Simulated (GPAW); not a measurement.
# Sc (Fm-3m) in GPAW: convergence with plane-wave cutoff (eV)

Aim: find how far plane-wave cutoff (eV) must go before the results for Sc settle, at PBE. This setting moves, with any that are tied to it; all else stays.

Everything below comes from runs of GPAW 26.7.0. Logs are shortened: lines on timing, memory, paths and dates and some standing lists are left out, and cuts for length are marked. The log counts tension as positive stress, the text compression.

## Step 1: The crystal as given

The structure is cubic, space group Fm-3m (No. 225). The conventional cell has a = 4.520 Å, b = 4.520 Å, c = 4.520 Å, α = 90.00°, β = 90.00°, γ = 90.00°. Sc (site symmetry m-3m) has 12 Sc at 3.20 Å as nearest neighbours.

This isn't the form of Sc at room conditions, which is hcp.

## Step 2: With plane-wave cutoff (eV) 200

File run.py:

```python
from ase.dft.bandgap import bandgap
from ase.io import read, write
from ase.units import GPa
from gpaw import GPAW, PW

atoms = read('POSCAR')

calc = GPAW(mode=PW(200),
            xc='PBE',
            kpts={'size': (10, 10, 10), 'gamma': True},
            occupations={'name': 'fermi-dirac', 'width': 0.05},
            nbands=14,
            convergence={'density': 1e-05, 'energy': 1e-05},
            maxiter=100,
            txt='gpaw.txt')
atoms.calc = calc
energy = atoms.get_potential_energy()
forces = atoms.get_forces()
stress = atoms.get_stress()
calc.write('gs.gpw')
write('result.traj', atoms)
print(f'Energy: {energy:.6f} eV')
print('Forces (eV/A):')
print(forces.round(4))
print('Stress (GPa):', (stress / GPa).round(3))
print('Fermi level:', round(calc.get_fermi_level(), 4), 'eV')
print(f'Gap: {bandgap(calc)[0]:.4f} eV, direct: {bandgap(calc, direct=True)[0]:.4f} eV')
```

File POSCAR:

```
Sc
1.0
    0.0000000000      2.2600000000      2.2600000000
    2.2600000000      0.0000000000      2.2600000000
    2.2600000000      2.2600000000      0.0000000000
Sc
1
Direct
    0.0000000000      0.0000000000      0.0000000000
```

Potentials or basis: GPAW PAW data sets (gpaw-data 1.2.1), pw.

The run is started by

```sh
$ OMP_NUM_THREADS=1 python run.py
```

gpaw.txt:

```text
__  _  _
 | _ |_)|_||  |
 |__||  | ||/\| - 26.7.0

Input parameters:
  mode=PW(ecut=200.0),
  convergence={'density': 1e-05, 'energy': 1e-05},
  kpts=MonkhorstPack(size=(10, 10, 10), gamma=True),
  maxiter=100,
  nbands=14,
  occupations=Occupations(name='fermi-dirac', width=0.05),
  xc=XC(name='PBE')

Diagonalizing LCAO Hamiltonian
Converting LCAO to pw mode

       Sc

Atoms  # Å, Bohr magnetons
|   | symbol |        x |        y |        z |    initial magnetic moments |
|---|--------|----------|----------|----------|-----------------------------|
| 0 |     Sc | 0.000000 | 0.000000 | 0.000000 | ( 0.0000,  0.0000,  0.0000) |

Unit cell  # Å
| periodic |        x |        y |        z |  lengths |    angles |
|----------|----------|----------|----------|----------|-----------|
|      yes | 0.000000 | 2.260000 | 2.260000 | 3.196123 | 60.000000 |
|      yes | 2.260000 | 0.000000 | 2.260000 | 3.196123 | 60.000000 |
|      yes | 2.260000 | 2.260000 | 0.000000 | 3.196123 | 60.000000 |

Number of symmetries: 48
[... 51 lines left out ...]

BZ-sampling:
  Number of BZ points: 1000
  Number of IBZ points: 47

  Monkhorst-Pack size: [10, 10, 10]
  Monkhorst-Pack shift: [0.05, 0.05, 0.05]

K-points  # in reciprocal-cell coordinates
|     |                                coordinates |     weight |
|-----|--------------------------------------------|------------|
|   0 | (  0.00000000,   0.00000000,   0.00000000) | 0.00100000 |
|   1 | (  0.10000000,   0.10000000,   0.00000000) | 0.00600000 |
|   2 | (  0.10000000,   0.10000000,   0.10000000) | 0.00800000 |
|   3 | (  0.20000000,   0.10000000,   0.10000000) | 0.01200000 |
|   4 | (  0.20000000,   0.20000000,   0.00000000) | 0.00600000 |
|   5 | (  0.20000000,   0.20000000,   0.10000000) | 0.02400000 |
|   6 | (  0.20000000,   0.20000000,   0.20000000) | 0.00800000 |
|   7 | (  0.30000000,   0.20000000,   0.10000000) | 0.02400000 |
|   8 | (  0.30000000,   0.20000000,   0.20000000) | 0.02400000 |
|   9 | (  0.30000000,   0.30000000,   0.00000000) | 0.00600000 |
| ... |                                            |            |
|  46 | (  0.50000000,   0.50000000,   0.50000000) | 0.00400000 |

Plane wave coefficients: 169
Cutoff: 200.0 eV

Spin-components: 1 (collinear spins)
Bands:           14
Projectors:      6
Spin-degeneracy: 2
Datatype:        complex128

Parallelization:
  kpt:    1
  domain: 1
  band:   1

Density:
  Valence electrons: 11.0
  Components: 1
  Grid points: [12 12 12]
  Charge: 0.0  # |e|

Potential:
  Grid points: [12 12 12]

species:
  Sc:
    name:    Scandium
    Z:       21.0
    valence: 11
    core:    10
    charge:  0.0  # [|e|]
    compensation charges:
      type: gauss
      rc: 0.39  # [Å]
      lmax: 2
    cutoffs:
      filter: 2.14  # [Å]
      core: 1.08  # [Å]
    projectors
    | kind |    occ | energy [eV] | rcut [Å] |
    |------|--------|-------------|----------|
    |   3s |  2.000 |     -55.031 |    1.228 |
    |   4s |  2.000 |      -4.183 |    1.228 |
    |   3p |  6.000 |     -33.625 |    1.281 |
    |   4p |  0.000 |      -1.467 |    1.281 |
    |   3d |  1.000 |      -3.233 |    1.196 |
    |    d |        |      23.979 |    1.196 |

    Using partial waves for Sc as LCAO basis

Reference energy: -20788.883120  # eV

eigensolver:
  PPCG
  Converge bands: occupied
  niter=2

density mixing:
  MSR1-Mixer
  Pratt-step length: 0.05
  Maximum mixing coefficient: 0.75
  Old densities: 10
  SVD Regularization: 0.005
  Good broyden scale: 1.0
  Trust region scale: 1.0
  Backstep threshold: 4.0
  History deletion threshold: 6.0
  Fourier metric: weight=20.0, sigma=0.015

occupation numbers:
  Fermi-Dirac:
    width: 0.0500  # eV

poisson solver:
  ecut: 1600.0  # eV

xc functional:
  name: PBE with 2 nearest neighbor stencil

convergence criteria:
- Maximum integral of absolute [dens]ity change: 1e-05 electrons / valence electron
- Maximum [total energy] change in last 3 cyles: 1e-05 eV / valence electron
- Maximum integral of absolute [eigenst]ate change: 4e-08 eV^2 / valence electron
maximum number of iterations: 100

SCF iterations
|iter     | |      energy | eigst |  dens |
|---------|-|-------------|-------|-------|
|iter:   1| |   -4.234004 | -0.71 |       |
|iter:   2| |   -4.214176 | -2.98 | -1.40 |
|iter:   3| |   -4.141795 | -2.05 | -1.45 |
|iter:   4| |   -4.144313 | -4.25 | -2.06 |
|iter:   5| |   -4.145160 | -4.81 | -2.39 |
|iter:   6| |   -4.145161 | -7.05 | -3.74 |
|iter:   7| |   -4.145161c| -7.61c| -4.11 |
|iter:   8| |   -4.145161c| -9.10c| -5.41c|

Converged in 8 steps
Energy contributions relative to reference atoms: (reference = -20788.883120)

Energy contributions:
  Kinetic:           9.160853
  Coulomb:          -7.098473
  Zero:             -0.264976
  External:          0.000000
  Xc:               -5.934531
  Entropy:          -0.016066
  Spinorbit:         0.000000
  ----------------------------
  Free energy:      -4.153194
  Extrapolated:     -4.145161

dipole moment: (-12.018812, -12.018812, -12.018812)  # |e|*Ang

Fermi level: 6.233
Eigenvalues  # (at kpt = [0.000, 0.000, 0.000])
| band index |      eig [eV] | occ [0-2] |
|------------|---------------|-----------|
|          0 |       -43.050 |     2.000 |
|          1 |       -21.420 |     2.000 |
|          2 |       -21.420 |     2.000 |
|          3 |       -21.420 |     2.000 |
|          4 |         0.932 |     2.000 |
|          5 |         7.909 |     0.000 |
|          6 |         7.909 |     0.000 |
|          7 |         7.909 |     0.000 |
|          8 |         9.423 |     0.000 |
|          9 |         9.423 |     0.000 |
|         10 |        18.973 |     0.000 |
|         11 |        22.621 |     0.000 |
|         12 |        22.621 |     0.000 |
|         13 |        22.621 |     0.000 |

No gap
No difference between direct/indirect transitions

Forces  # eV/Ang
|        x |        y |        z |
|----------|----------|----------|
| -0.00000 | -0.00000 | -0.00000 |  # Sc   0

Stress tensor  # eV/Ang^3
|         x |         y |        z |
|-----------|-----------|----------|
|  0.029405 | -0.000000 | 0.000000 |
| -0.000000 |  0.029405 | 0.000000 |
|  0.000000 |  0.000000 | 0.029405 |

# Writing to gs.gpw (mode='')
```

Wall time 4.2 s (1 thread of Arm Neoverse V1, shared host); peak memory 0.12 GiB.

Results:

* Free energy: -4.1532 eV
* Pressure: -4.7 GPa
* Band gap on the k mesh: none (metal or under the smearing width)

## Step 3: With plane-wave cutoff (eV) 250

run.py: that of step 2 with these lines changed.

```diff
@@ -7,3 +7,3 @@
 
-calc = GPAW(mode=PW(200),
+calc = GPAW(mode=PW(250),
             xc='PBE',
```

POSCAR is that of step 2.

Potentials or basis: GPAW PAW data sets (gpaw-data 1.2.1), pw.

The run is started by

```sh
$ OMP_NUM_THREADS=1 python run.py
```

It took 4.3 s on 1 thread of Arm Neoverse V1, shared host; peak memory 0.12 GiB.

Results:

- Free energy: -4.4464 eV
- Pressure: -0.5 GPa
- Band gap on the k mesh: none (metal or under the smearing width)

## Step 4: With plane-wave cutoff (eV) 300

run.py: that of step 3 with these lines changed.

```diff
@@ -7,3 +7,3 @@
 
-calc = GPAW(mode=PW(250),
+calc = GPAW(mode=PW(300),
             xc='PBE',
```

POSCAR is that of step 3.

The run is started by

```sh
$ OMP_NUM_THREADS=1 python run.py
```

Run time: 5.1 s. Hardware: 1 thread of Arm Neoverse V1, shared host; peak memory 0.12 GiB.

What came out:

```
Free energy            : -4.5563 eV
Pressure               : 2.1 GPa
Band gap on the k mesh : none (metal or under the smearing width)
```

## Step 5: With plane-wave cutoff (eV) 350

run.py: that of step 4 with these lines changed.

```diff
@@ -7,3 +7,3 @@
 
-calc = GPAW(mode=PW(300),
+calc = GPAW(mode=PW(350),
             xc='PBE',
```

POSCAR is that of step 4.

The run is started by

```sh
$ OMP_NUM_THREADS=1 python run.py
```

Run time: 5.3 s. Hardware: 1 thread of Arm Neoverse V1, shared host; peak memory 0.12 GiB.

What came out:

* Free energy: -4.5904 eV
* Pressure: 3.1 GPa
* Band gap on the k mesh: none (metal or under the smearing width)

## Step 6: With plane-wave cutoff (eV) 400

run.py: that of step 5 with these lines changed.

```diff
@@ -7,3 +7,3 @@
 
-calc = GPAW(mode=PW(350),
+calc = GPAW(mode=PW(400),
             xc='PBE',
```

POSCAR is that of step 5.

Potentials or basis: GPAW PAW data sets (gpaw-data 1.2.1), pw.

The run is started by

```sh
$ OMP_NUM_THREADS=1 python run.py
```

It took 5.7 s on 1 thread of Arm Neoverse V1, shared host; peak memory 0.13 GiB.

Results:

* Free energy: -4.6016 eV
* Pressure: 3.5 GPa
* Band gap on the k mesh: none (metal or under the smearing width)

## Step 7: With plane-wave cutoff (eV) 500

run.py: that of step 6 with these lines changed.

```diff
@@ -7,3 +7,3 @@
 
-calc = GPAW(mode=PW(400),
+calc = GPAW(mode=PW(500),
             xc='PBE',
```

POSCAR is that of step 6.

The run is started by

```sh
$ OMP_NUM_THREADS=1 python run.py
```

Wall time 9.7 s (1 thread of Arm Neoverse V1, shared host); peak memory 0.13 GiB.

It converged, with:

- Free energy: -4.6079 eV
- Pressure: 3.7 GPa
- Band gap on the k mesh: none (metal or under the smearing width)

## Step 8: With plane-wave cutoff (eV) 600

run.py: that of step 7 with these lines changed.

```diff
@@ -7,3 +7,3 @@
 
-calc = GPAW(mode=PW(500),
+calc = GPAW(mode=PW(600),
             xc='PBE',
```

POSCAR is that of step 7.

The run is started by

```sh
$ OMP_NUM_THREADS=1 python run.py
```

Run time: 8.7 s. Hardware: 1 thread of Arm Neoverse V1, shared host; peak memory 0.14 GiB.

Results (log left out):

| Quantity | Value |
| --- | --- |
| Free energy | -4.6095 eV |
| Pressure | 3.7 GPa |
| Band gap on the k mesh | none (metal or under the smearing width) |

## Step 9: With plane-wave cutoff (eV) 800

run.py: that of step 8 with these lines changed.

```diff
@@ -7,3 +7,3 @@
 
-calc = GPAW(mode=PW(600),
+calc = GPAW(mode=PW(800),
             xc='PBE',
```

POSCAR is that of step 8.

Potentials or basis: GPAW PAW data sets (gpaw-data 1.2.1), pw.

The run is started by

```sh
$ OMP_NUM_THREADS=1 python run.py
```

Wall time 15 s (1 thread of Arm Neoverse V1, shared host); peak memory 0.15 GiB.

Results (log left out):

- Free energy: -4.6099 eV
- Pressure: 3.7 GPa
- Band gap on the k mesh: none (metal or under the smearing width)

## Step 10: With plane-wave cutoff (eV) 1000

run.py: that of step 9 with these lines changed.

```diff
@@ -7,3 +7,3 @@
 
-calc = GPAW(mode=PW(800),
+calc = GPAW(mode=PW(1000),
             xc='PBE',
```

POSCAR is that of step 9.

The run is started by

```sh
$ OMP_NUM_THREADS=1 python run.py
```

Wall time 18 s (1 thread of Arm Neoverse V1, shared host); peak memory 0.17 GiB.

It converged, with:

| Quantity | Value |
| --- | --- |
| Free energy | -4.6099 eV |
| Pressure | 3.7 GPa |
| Band gap on the k mesh | none (metal or under the smearing width) |

## Step 11: Summary

```
plane-wave cutoff (eV)  energy less the tightest run, at zero smearing (meV/atom)  pressure (GPa)  SCF cycles  CPU time (s)  peak memory (GiB)
                   200                                                     456.66           -4.71           8           4.2               0.12
                   250                                                     163.42           -0.51           8           4.3               0.12
                   300                                                      53.55            2.07           8           5.1               0.12
                   350                                                      19.46            3.14           8           5.3               0.12
                   400                                                       8.34            3.50           8           5.7               0.13
                   500                                                       2.02            3.67           8           9.7               0.13
                   600                                                       0.43            3.72           8           8.7               0.14
                   800                                                       0.02            3.73           8            15               0.15
                  1000                                                       0.00            3.73           8            18               0.17
```

Against the tightest run, the energy stays within 1 meV/atom from 600 on; the pressure stays within 0.1 GPa from 500 on. The tightest run that finished is the yardstick and may itself not be fully converged.
